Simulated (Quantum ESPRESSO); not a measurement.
# Rh (Fm-3m) in Quantum ESPRESSO: equation of state

How stiff is Rh in PBEsol, and what volume does it want? The cell is scaled to several volumes.

Program: Quantum ESPRESSO 7.5. These are calculated values, not measurements. Logs are shortened: lines on timing, memory, paths and dates and some standing lists are left out, and cuts for length are marked.

**Measured values to compare with.**

From “Thermal equation of state of rhodium characterized by XRD in a resistively heated diamond anvil cell”, 2024, pmc:11535440, for a bulk crystal of Rh: bulk modulus 264 ± 1 GPa.

The runs below are set against these values where they give the same quantity.

## (1) Starting point

Symmetry: Fm-3m, No. 225, cubic system. Conventional cell: a = 3.796 Å, b = 3.796 Å, c = 3.796 Å, α = 90.00°, β = 90.00°, γ = 90.00°. Around Rh (site symmetry m-3m) lie 12 Rh at 2.68 Å.

## (2) Single point, PBEsol, 12.85 Å³/atom

pw.in reads:

```
&CONTROL
  calculation = 'scf'
  prefix = 'pwscf'
  outdir = './tmp'
  pseudo_dir = './pseudo'
  tprnfor = .true.
  tstress = .true.
  disk_io = 'nowf'
/
&SYSTEM
  ibrav = 0
  nat = 1
  ntyp = 1
  ecutwfc = 45
  ecutrho = 360
  nbnd = 13
  occupations = 'smearing'
  smearing = 'fd'
  degauss = 0.00367493
/
&ELECTRONS
  conv_thr = 2d-10
  electron_maxstep = 120
  mixing_beta = 0.5
/
ATOMIC_SPECIES
Rh   102.9055 rh_pbesol_v1.4.uspp.F.UPF
CELL_PARAMETERS angstrom
   0.0000000000    1.8591074964    1.8591074964
   1.8591074964    0.0000000000    1.8591074964
   1.8591074964    1.8591074964    0.0000000000
ATOMIC_POSITIONS crystal
Rh     0.0000000000    0.0000000000    0.0000000000
K_POINTS automatic
12 12 12 0 0 0
```

Potentials or basis: GBRV 1.5 PBEsol.

Command:

```console
> OMP_NUM_THREADS=1 mpirun -n 2 pw.x -nk 2 -in pw.in > pw.out
```

pw.out:

```text
This program is part of the open-source Quantum ESPRESSO suite
     for quantum simulation of materials; please cite
[... 6 lines left out ...]
     using ibrav=0 with symmetry is DISCOURAGED, use correct ibrav instead

     K-points division:     npool     =       2
     Subspace diagonalization in iterative solution of the eigenvalue problem:
     a serial algorithm will be used

     G-vector sticks info
     --------------------
     sticks:   dense  smooth     PW     G-vecs:    dense   smooth      PW
     Sum         595     313    109                 9841     3527     725

     Using Slab Decomposition

     bravais-lattice index     =            0
     lattice parameter (alat)  =       4.9684  a.u.
     unit-cell volume          =      86.7242 (a.u.)^3
     number of atoms/cell      =            1
     number of atomic types    =            1
     number of electrons       =        15.00
     number of Kohn-Sham states=           13
     kinetic-energy cutoff     =      45.0000  Ry
     charge density cutoff     =     360.0000  Ry
     scf convergence threshold =      2.0E-10
     mixing beta               =       0.5000
     number of iterations used =            8  plain     mixing
     Exchange-correlation= SLA  PW   PSX  PSC
                           (   1   4  10   8   0   0   0)

     celldm(1)=   4.968421  celldm(2)=   0.000000  celldm(3)=   0.000000
     celldm(4)=   0.000000  celldm(5)=   0.000000  celldm(6)=   0.000000

     crystal axes: (cart. coord. in units of alat)
               a(1) = (   0.000000   0.707107   0.707107 )
               a(2) = (   0.707107   0.000000   0.707107 )
               a(3) = (   0.707107   0.707107   0.000000 )

     reciprocal axes: (cart. coord. in units 2 pi/alat)
               b(1) = ( -0.707107  0.707107  0.707107 )
               b(2) = (  0.707107 -0.707107  0.707107 )
               b(3) = (  0.707107  0.707107 -0.707107 )

     PseudoPot. # 1 for Rh read from file:
     rh_pbesol_v1.4.uspp.F.UPF
     Pseudo is Ultrasoft + core correction, Zval = 15.0
     Generated by new atomic code, or converted to UPF format
     Using radial grid of  969 points,  7 beta functions with:
                l(1) =   0
                l(2) =   0
                l(3) =   1
                l(4) =   1
                l(5) =   2
                l(6) =   2
                l(7) =   2
     Q(r) pseudized with  8 coefficients,  rinner =    1.200   1.200   1.200
                                                       1.200   1.200

     atomic species   valence    mass     pseudopotential
     Rh               15.00   102.90550     Rh( 1.00)

     48 Sym. Ops., with inversion, found

   Cartesian axes

     site n.     atom                  positions (alat units)
         1        Rh     tau(   1) = (   0.0000000   0.0000000   0.0000000  )

     number of k points=    72  Fermi-Dirac smearing, width (Ry)=  0.0037
                       cart. coord. in units 2pi/alat
        k(    1) = (   0.0000000   0.0000000   0.0000000), wk =   0.0011574
        k(    2) = (   0.0589256   0.0589256  -0.0589256), wk =   0.0092593
        k(    3) = (   0.1178511   0.1178511  -0.1178511), wk =   0.0092593
        k(    4) = (   0.1767767   0.1767767  -0.1767767), wk =   0.0092593
        k(    5) = (   0.2357023   0.2357023  -0.2357023), wk =   0.0092593
        k(    6) = (   0.2946278   0.2946278  -0.2946278), wk =   0.0092593
[... 64 lines left out ...]
        k(   71) = (  -0.7071068   0.2357023   0.0000000), wk =   0.0138889
        k(   72) = (  -0.7071068   0.3535534   0.0000000), wk =   0.0069444

     Dense  grid:     9841 G-vectors     FFT dimensions: (  30,  30,  30)

     Smooth grid:     3527 G-vectors     FFT dimensions: (  24,  24,  24)

     Initial potential from superposition of free atoms

     starting charge      14.4999, renormalised to      15.0000

     negative rho (up, down):  5.512E-02 0.000E+00
     Starting wfcs are   12 randomized atomic wfcs +    1 random wfcs

     Self-consistent Calculation

     iteration #  1     ecut=    45.00 Ry     beta= 0.50
     Davidson diagonalization with overlap
     ethr =  1.00E-02,  avg # of iterations =  4.2

     negative rho (up, down):  5.712E-02 0.000E+00

     total energy              =    -171.01885062 Ry
     estimated scf accuracy    <       0.52073689 Ry

     iteration #  2     ecut=    45.00 Ry     beta= 0.50
     Davidson diagonalization with overlap
     ethr =  3.47E-03,  avg # of iterations =  2.0

     negative rho (up, down):  5.720E-02 0.000E+00

     total energy              =    -171.15399750 Ry
     estimated scf accuracy    <       0.02067470 Ry
[... 37 lines left out ...]
     iteration #  7     ecut=    45.00 Ry     beta= 0.50
     Davidson diagonalization with overlap
     ethr =  2.54E-11,  avg # of iterations =  2.6

     negative rho (up, down):  5.742E-02 0.000E+00

     total energy              =    -171.15846676 Ry
     estimated scf accuracy    <          2.3E-10 Ry

     iteration #  8     ecut=    45.00 Ry     beta= 0.50
     Davidson diagonalization with overlap
     ethr =  1.55E-12,  avg # of iterations =  2.3

     negative rho (up, down):  5.742E-02 0.000E+00

     End of self-consistent calculation

          k = 0.0000 0.0000 0.0000 (   459 PWs)   bands (ev):

   -23.2853 -23.2853 -23.2853  14.5990  19.7294  19.7294  19.7294  22.0783
    22.0783  39.6988  45.5628  45.5628  45.5628

          k = 0.0589 0.0589-0.0589 (   441 PWs)   bands (ev):

   -23.3502 -23.2939 -23.2939  14.8954  19.5966  19.8472  19.8472  22.0130
    22.0130  40.1333  44.0138  45.9938  45.9938

          k = 0.1179 0.1179-0.1179 (   456 PWs)   bands (ev):

   -23.5253 -23.3173 -23.3173  15.6743  19.3642  20.0859  20.0859  21.9554
    21.9554  41.0659  41.5042  47.1786  47.1786

          k = 0.1768 0.1768-0.1768 (   450 PWs)   bands (ev):

   -23.7598 -23.3490 -23.3490  16.4559  19.6071  20.1317  20.1317  22.2512
    22.2512  38.8953  41.4371  48.6803  48.6803
[... 98 lines left out ...]
   -24.1287 -23.5818 -23.4464  17.2099  18.9844  20.3917  20.8608  23.4699
    27.5234  32.5293  39.8415  42.9536  44.7642

          k =-0.1179-0.3536 0.3536 (   438 PWs)   bands (ev):

   -24.0487 -23.5818 -23.4126  17.4150  19.2050  20.2918  20.4538  22.6507
[... 53 lines left out ...]

   -24.0361 -23.5935 -23.5679  16.7513  17.0657  22.2094  22.8254  23.8158
    25.0662  37.8860  39.2261  39.3380  46.3553

          k =-0.1179-0.5893 0.5893 (   445 PWs)   bands (ev):

   -24.0664 -23.6830 -23.5713  16.7986  17.3367  21.5718  22.5708  24.0421
    27.8212  35.0079  37.9164  39.3447  45.9532
[... 8 lines left out ...]
   -23.9141 -23.9081 -23.5081  17.5362  18.5920  19.9200  21.7837  23.1062
    30.1927  33.6628  35.8912  42.5946  44.1771

          k = 0.5893 0.0000-0.0000 (   452 PWs)   bands (ev):

   -24.1039 -23.6014 -23.6014  16.3703  16.7187  23.6728  23.8110  23.8110
    25.1013  37.8835  37.9074  37.9074  47.0267

          k =-0.0589-0.6482 0.6482 (   450 PWs)   bands (ev):

   -24.1284 -23.6450 -23.6097  16.3408  16.7340  23.2355  23.4990  24.1573
    27.1652  36.2248  36.8658  37.6783  47.0229

          k = 0.0000-0.5893 0.5893 (   440 PWs)   bands (ev):

   -24.0892 -23.7272 -23.5908  16.6057  17.1595  22.0502  23.0599  23.9716
    29.4243  34.2410  36.1731  38.6820  46.3481

          k =-0.7071 0.0000 0.0000 (   444 PWs)   bands (ev):

   -24.1580 -23.6237 -23.6237  16.1465  16.5475  23.8017  24.2889  24.2889
    26.4710  36.2637  37.0286  37.0286  47.1744

          k = 0.2357 0.1179 0.0000 (   453 PWs)   bands (ev):

   -23.6017 -23.3976 -23.3403  16.3373  18.8216  20.2897  20.5674  21.3782
    22.6032  41.3896  41.8688  45.1878  46.7856

          k = 0.2946 0.1768-0.0589 (   447 PWs)   bands (ev):

   -23.7838 -23.4578 -23.3674  17.1268  18.7528  19.9566  20.7654  21.7659
    23.3983  39.3590  41.7710  45.0670  46.3069

          k = 0.3536 0.2357-0.1179 (   440 PWs)   bands (ev):

   -23.9697 -23.5020 -23.4032  17.2552  19.4966  19.5909  20.5889  22.6774
    24.6084  36.5892  40.9342  43.7642  47.1067

          k =-0.2946-0.4125 0.5303 (   439 PWs)   bands (ev):

   -24.1055 -23.5274 -23.4344  17.0975  19.1842  20.2803  20.7412  23.4400
    26.1093  33.7755  40.2244  43.1195  45.8532

          k =-0.2357-0.3536 0.4714 (   446 PWs)   bands (ev):

   -24.1550 -23.5351 -23.4472  17.0250  19.0658  20.2413  21.1640  23.6997
    27.0950  32.2987  39.9690  43.0821  44.9527

          k = 0.3536 0.1179 0.0000 (   442 PWs)   bands (ev):

   -23.7923 -23.4860 -23.4267  17.3115  18.0931  20.1512  21.5264  21.9505
    23.3834  40.3929  41.7616  43.7410  45.0408

          k = 0.4125 0.1768-0.0589 (   444 PWs)   bands (ev):

   -23.9296 -23.5554 -23.4590  17.5458  18.2568  19.7738  21.5505  22.8104
    24.7692  37.8976  40.7385  42.2426  46.1381

          k =-0.2357-0.4714 0.5893 (   439 PWs)   bands (ev):

   -24.0367 -23.6129 -23.4877  17.4761  18.6138  19.7561  21.2811  23.5441
    26.7139  34.8067  40.3113  41.2056  45.7507

          k =-0.1768-0.4125 0.5303 (   440 PWs)   bands (ev):

   -24.0838 -23.6568 -23.4936  17.5428  18.5758  20.1367  21.0153  23.6743
    28.7169  32.3907  39.7321  41.2056  45.0519

          k =-0.1179-0.3536 0.4714 (   437 PWs)   bands (ev):

   -24.0622 -23.6742 -23.4731  17.7377  18.6250  20.0102  20.9768  23.2742
    28.2677  33.2674  39.1723  41.7195  45.5919

          k =-0.0589-0.2946 0.4125 (   436 PWs)   bands (ev):

   -23.9864 -23.6471 -23.4358  17.9795  18.9523  19.2068  21.1880  22.4874
    26.4991  36.1156  39.1044  42.4036  47.2876

          k = 0.0000-0.2357 0.3536 (   437 PWs)   bands (ev):

   -23.8862 -23.5676 -23.3960  17.9861  18.4699  19.4664  21.4367  21.5817
    24.8360  38.5335  40.0496  43.5594  46.8025

          k = 0.4714 0.1179-0.0000 (   443 PWs)   bands (ev):

   -23.9643 -23.5736 -23.5237  17.2008  17.4297  20.9162  22.7101  22.9293
    24.7402  38.9120  39.5343  40.7986  46.3009

          k =-0.1768-0.5303 0.6482 (   440 PWs)   bands (ev):

   -24.0263 -23.6524 -23.5500  17.1969  17.6305  20.5928  22.4371  23.6326
    26.9363  36.0893  39.0161  39.4022  46.6041

          k =-0.1179-0.4714 0.5893 (   440 PWs)   bands (ev):

   -24.0302 -23.7454 -23.5515  17.3369  18.0751  20.2160  21.9850  23.8038
    29.5666  33.2314  38.0421  39.6218  46.0514
[... 13 lines left out ...]
   -24.0818 -23.6373 -23.5985  16.6594  16.9806  22.0840  23.3973  23.8079
    26.8799  37.1037  37.4569  38.0025  47.3236

          k =-0.0589-0.5303 0.6482 (   443 PWs)   bands (ev):

   -24.0687 -23.7194 -23.6026  16.8209  17.3022  21.4359  22.8537  24.0796
    29.3029  34.7733  36.6341  37.9227  47.1708

          k =-0.0000-0.4714 0.5893 (   441 PWs)   bands (ev):

   -23.9956 -23.8269 -23.5737  17.1868  17.9439  20.5080  22.2624  23.8137
    31.6969  32.5010  35.8995  39.2672  46.5014

          k =-0.7071 0.1179-0.0000 (   446 PWs)   bands (ev):

   -24.1233 -23.6605 -23.6264  16.4287  16.8231  22.7141  23.3854  24.2899
    28.2378  35.9166  36.6144  36.8420  47.6814

          k =-0.2357-0.4714 0.7071 (   443 PWs)   bands (ev):

   -23.9793 -23.6645 -23.4935  18.0054  18.0592  19.4193  22.2018  22.7036
    26.6751  37.2620  37.9845  41.0061  47.7682

          k =-0.1768-0.4125 0.6482 (   441 PWs)   bands (ev):

   -24.0025 -23.7459 -23.5303  17.9761  18.3357  19.3260  21.8255  23.3956
    28.8082  34.5292  37.8052  39.8485  47.4418

          k =-0.1179-0.3536 0.5893 (   434 PWs)   bands (ev):

   -24.0077 -23.7765 -23.5461  18.0368  18.2557  19.5078  21.5759  23.6676
    30.6856  32.2845  38.5220  38.8265  46.9466

          k =-0.1179-0.4714 0.7071 (   444 PWs)   bands (ev):

   -24.0201 -23.7348 -23.5897  17.3743  17.7483  20.2128  22.4987  23.7994
    29.1013  36.1166  36.1445  38.1135  48.3329

          k =-0.0589-0.4125 0.6482 (   441 PWs)   bands (ev):

   -23.9680 -23.8261 -23.6042  17.5397  18.2699  19.6771  21.9839  24.0501
    31.5592  33.3931  36.3874  37.4638  48.4652

          k = 0.0000-0.3536 0.5893 (   438 PWs)   bands (ev):

   -23.9301 -23.8662 -23.5781  17.8074  18.8186  18.9641  21.8236  23.7924
    30.9703  34.0757  35.7687  38.6089  48.4410

          k =-0.7071 0.2357 0.0000 (   444 PWs)   bands (ev):

   -24.0275 -23.7604 -23.6319  17.1188  17.6349  20.6741  22.4175  24.2919
    30.8138  35.3355  35.3398  36.5959  48.5106

          k =-0.7071 0.3536 0.0000 (   444 PWs)   bands (ev):

   -23.8950 -23.8950 -23.6347  17.5754  18.9410  18.9410  21.8185  24.2929
    33.2967  33.2967  35.1153  36.4895  50.2964

     the Fermi energy is    23.2043 ev

!    total energy              =    -171.15846676 Ry
     estimated scf accuracy    <          6.2E-12 Ry
     smearing contrib. (-TS)   =      -0.00053369 Ry
     internal energy E=F+TS    =    -171.15793307 Ry

     The total energy is F=E-TS. E is the sum of the following terms:
     one-electron contribution =     -17.91884093 Ry
     hartree contribution      =      23.43072089 Ry
     xc contribution           =     -29.85312300 Ry
     ewald contribution        =    -146.81669003 Ry

     convergence has been achieved in   8 iterations

     negative rho (up, down):  5.742E-02 0.000E+00

     Forces acting on atoms (cartesian axes, Ry/au):

     atom    1 type  1   force =     0.00000000    0.00000000    0.00000000

     Total force =     0.000000     Total SCF correction =     0.000000

     Computing stress (Cartesian axis) and pressure

     negative rho (up, down):  5.742E-02 0.000E+00
          total   stress  (Ry/bohr**3)                   (kbar)     P=      174.15
   0.00118382   0.00000000   0.00000000          174.15        0.00        0.00
   0.00000000   0.00118382   0.00000000            0.00      174.15        0.00
   0.00000000   0.00000000   0.00118382            0.00        0.00      174.15

=------------------------------------------------------------------------------=
   JOB DONE.
=------------------------------------------------------------------------------=
```

Run time: 4 s. Hardware: 2 MPI ranks of Arm Neoverse V2, shared host; peak memory 0.14 GiB.

Results:

```yaml
Free_energy: -2328.7296 eV
Pressure: 17.4 GPa
Band_gap_on_the_k_mesh: none (metal or under the smearing width)
```

## (3) Single point, PBEsol, 13.12 Å³/atom

pw.in: that of step 2 with these lines changed.

```diff
@@ -28,5 +28,5 @@
 CELL_PARAMETERS angstrom
-   0.0000000000    1.8591074964    1.8591074964
-   1.8591074964    0.0000000000    1.8591074964
-   1.8591074964    1.8591074964    0.0000000000
+   0.0000000000    1.8722002341    1.8722002341
+   1.8722002341    0.0000000000    1.8722002341
+   1.8722002341    1.8722002341    0.0000000000
 ATOMIC_POSITIONS crystal
```

Potentials or basis: GBRV 1.5 PBEsol.

Command:

```console
> OMP_NUM_THREADS=1 mpirun -n 2 pw.x -nk 2 -in pw.in > pw.out
```

Run time: 3.7 s. Hardware: 2 MPI ranks of Arm Neoverse V2, shared host; peak memory 0.14 GiB.

Results (log left out):

* Free energy: -2328.7527 eV
* Pressure: 9.7 GPa
* Band gap on the k mesh: none (metal or under the smearing width)

## (4) Single point, PBEsol, 13.40 Å³/atom

pw.in: that of step 3 with these lines changed.

```diff
@@ -28,5 +28,5 @@
 CELL_PARAMETERS angstrom
-   0.0000000000    1.8722002341    1.8722002341
-   1.8722002341    0.0000000000    1.8722002341
-   1.8722002341    1.8722002341    0.0000000000
+   0.0000000000    1.8851123679    1.8851123679
+   1.8851123679    0.0000000000    1.8851123679
+   1.8851123679    1.8851123679    0.0000000000
 ATOMIC_POSITIONS crystal
```

Command:

```console
> OMP_NUM_THREADS=1 mpirun -n 2 pw.x -nk 2 -in pw.in > pw.out
```

Run time: 3.7 s. Hardware: 2 MPI ranks of Arm Neoverse V2, shared host; peak memory 0.14 GiB.

The run converged. Its results:

```
Free energy            : -2328.7635 eV
Pressure               : 3.0 GPa
Band gap on the k mesh : none (metal or under the smearing width)
```

## (5) Single point, PBEsol, 13.67 Å³/atom

pw.in: that of step 4 with these lines changed.

```diff
@@ -28,5 +28,5 @@
 CELL_PARAMETERS angstrom
-   0.0000000000    1.8851123679    1.8851123679
-   1.8851123679    0.0000000000    1.8851123679
-   1.8851123679    1.8851123679    0.0000000000
+   0.0000000000    1.8978500000    1.8978500000
+   1.8978500000    0.0000000000    1.8978500000
+   1.8978500000    1.8978500000    0.0000000000
 ATOMIC_POSITIONS crystal
```

Command:

```console
> OMP_NUM_THREADS=1 mpirun -n 2 pw.x -nk 2 -in pw.in > pw.out
```

Run time: 3.7 s. Hardware: 2 MPI ranks of Arm Neoverse V2, shared host; peak memory 0.14 GiB.

The run converged. Its results:

```
Free energy            : -2328.7634 eV
Pressure               : -3.0 GPa
Band gap on the k mesh : none (metal or under the smearing width)
```

## (6) Single point, PBEsol, 13.94 Å³/atom

pw.in: that of step 5 with these lines changed.

```diff
@@ -28,5 +28,5 @@
 CELL_PARAMETERS angstrom
-   0.0000000000    1.8978500000    1.8978500000
-   1.8978500000    0.0000000000    1.8978500000
-   1.8978500000    1.8978500000    0.0000000000
+   0.0000000000    1.9104189093    1.9104189093
+   1.9104189093    0.0000000000    1.9104189093
+   1.9104189093    1.9104189093    0.0000000000
 ATOMIC_POSITIONS crystal
```

Potentials or basis: GBRV 1.5 PBEsol.

Command:

```console
> OMP_NUM_THREADS=1 mpirun -n 2 pw.x -nk 2 -in pw.in > pw.out
```

Run time: 3.7 s. Hardware: 2 MPI ranks of Arm Neoverse V2, shared host; peak memory 0.14 GiB.

Results (log left out):

- Free energy: -2328.7536 eV
- Pressure: -8.3 GPa
- Band gap on the k mesh: none (metal or under the smearing width)

## (7) Single point, PBEsol, 14.22 Å³/atom

pw.in: that of step 6 with these lines changed.

```diff
@@ -28,5 +28,5 @@
 CELL_PARAMETERS angstrom
-   0.0000000000    1.9104189093    1.9104189093
-   1.9104189093    0.0000000000    1.9104189093
-   1.9104189093    1.9104189093    0.0000000000
+   0.0000000000    1.9228245745    1.9228245745
+   1.9228245745    0.0000000000    1.9228245745
+   1.9228245745    1.9228245745    0.0000000000
 ATOMIC_POSITIONS crystal
```

Command:

```console
> OMP_NUM_THREADS=1 mpirun -n 2 pw.x -nk 2 -in pw.in > pw.out
```

Run time: 3.8 s. Hardware: 2 MPI ranks of Arm Neoverse V2, shared host; peak memory 0.14 GiB.

The run converged. Its results:

* Free energy: -2328.7354 eV
* Pressure: -13.0 GPa
* Band gap on the k mesh: none (metal or under the smearing width)

## (8) Single point, PBEsol, 14.49 Å³/atom

pw.in: that of step 7 with these lines changed.

```diff
@@ -28,5 +28,5 @@
 CELL_PARAMETERS angstrom
-   0.0000000000    1.9228245745    1.9228245745
-   1.9228245745    0.0000000000    1.9228245745
-   1.9228245745    1.9228245745    0.0000000000
+   0.0000000000    1.9350721950    1.9350721950
+   1.9350721950    0.0000000000    1.9350721950
+   1.9350721950    1.9350721950    0.0000000000
 ATOMIC_POSITIONS crystal
```

Command:

```console
> OMP_NUM_THREADS=1 mpirun -n 2 pw.x -nk 2 -in pw.in > pw.out
```

Wall time 4.1 s (2 MPI ranks of Arm Neoverse V2, shared host); peak memory 0.14 GiB.

It converged, with:

```
Free energy            : -2328.7097 eV
Pressure               : -17.1 GPa
Band gap on the k mesh : none (metal or under the smearing width)
```

## (9) Equation of state, PBEsol

Potentials or basis: GBRV 1.5 PBEsol.

This step only gathers the single runs of the series.

What came out:

* Equilibrium volume: 13.53 Å³/atom
* Bulk modulus: 297 GPa
* Pressure derivative of the bulk modulus: 5.1

Energy against volume, from the lowest point:
| volume (Å³/atom) | energy (meV/atom) |
| --- | --- |
| 12.851 | 33.91 |
| 13.125 | 10.79 |
| 13.398 | 0.00 |
| 13.671 | 0.11 |
| 13.945 | 9.84 |
| 14.218 | 28.08 |
| 14.492 | 53.80 |

## (10) Against experiment

Step 9. Measured bulk modulus of Rh: 264 GPa (quoted in “Thermal equation of state of rhodium characterized by XRD in a resistively heated diamond anvil cell”, 2024, pmc:11535440). This calculation gives 297 GPa (+12.5 %). The fit is for a static lattice scaled at fixed shape and fixed fractional positions.
